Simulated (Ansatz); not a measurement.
# O: one contact scaled

The task here is to estimate one member of a computed series from the others.

Method: DFT PBE, with the methods named in each step, in Ansatz 0.2.0.

2 further runs of the same task are left out: 2 that didn't finish.

## The system as given

Symmetry: R-3m, No. 166, trigonal system. The conventional cell has a = 2.847 Å, b = 2.847 Å, c = 10.225 Å, α = 90.00°, β = 90.00°, γ = 120.00°. O (site symmetry 3m) is surrounded by 1 O at 1.18 Å.

As a file:

```
O
1.0
     1.42335    0.82177    3.40830
    -1.42335    0.82177    3.40830
     0.00000   -1.64354    3.40830
O
2
Direct
  0.05770 0.05770 0.05770
  0.94230 0.94230 0.94230
```

Atoms are numbered in the order of the input: O1, O2.

Set-up of the first run:

Contents of input.yaml:

```yaml
crystal:
  lattice:
    - [1.42335, 0.8217715057, 3.4083]
    - [-1.42335, 0.8217715057, 3.4083]
    - [0.0, -1.6435430113, 3.4083]
  atoms:
    - { symbol: O, position: [0.0577, 0.0577, 0.0577] }
    - { symbol: O, position: [0.9423, 0.9423, 0.9423] }
kpoints:
  mp_grid: { grid: [10, 10, 10] }
scf:
  occupations: { method: fermi_dirac, width: 0.03 }
hamiltonian:
  xc: pbe
  pseudopotentials: { kind: all_electron, lapw: { basis_error: 0.001 } }
output:
  forces: true
  stress: true
  eigenvalues: true
  populations: true
```

The run is started by

```console
ansatz run input.yaml --threads 1 --pin off --max-ram 2048MiB --backend cpu --events-out ev --progress --plain --runs-dir out
```

Among the steps run: The bond as given, LAPW; Shortest bond scaled by 1, crystal datasets; Shortest bond scaled by 1.1, LAPW; Shortest bond scaled by 0.88, LAPW; Shortest bond scaled by 0.88, crystal datasets; Shortest bond scaled by 0.82, LAPW.

One table of the session follows, with a row left open; its other results are not shown here.

| method | length (Å) | force along the bond (eV/Å) | pressure (GPa) | largest force (eV/Å) |
| --- | --- | --- | --- | --- |
| LAPW | 0.968 | 45.025 | 94.06 | 45.025 |
| LAPW | 1.038 | 24.064 | 53.03 | 24.064 |
| LAPW | 1.180 | 2.627 | 5.38 | 2.627 |
| LAPW | 1.298 | -4.553 | -13.62 | 4.553 |
| PAW | 0.897 | 85.310 | 167.64 | 85.310 |
| PAW | 0.968 | 46.397 | 97.17 | 46.397 |
| PAW | 1.038 | 23.863 | 52.63 | 23.863 |
| PAW | 1.180 | 2.593 | 5.31 | 2.593 |
| PAW | 1.298 | -4.495 | -13.41 | 4.495 |
| PAW (level accurate) | 0.897 | 78.766 | 154.29 | 78.766 |
| crystal datasets | 1.038 | ? | ? | ? |
| crystal datasets | 1.180 | 2.628 | 5.38 | 2.628 |

Q: Estimate the row for crystal datasets, 1.038 from the others.

As computed: force along the bond (eV/Å): 24.065; pressure (GPa): 53.03; largest force (eV/Å): 24.065. In the column «force along the bond (eV/Å)» it lies between LAPW, 1.038 (24.064) and LAPW, 0.968 (45.025).

To keep in mind: Rows by PAW come from runs of the same series that aren't printed here. Warnings in the runs' records: crystal datasets made.
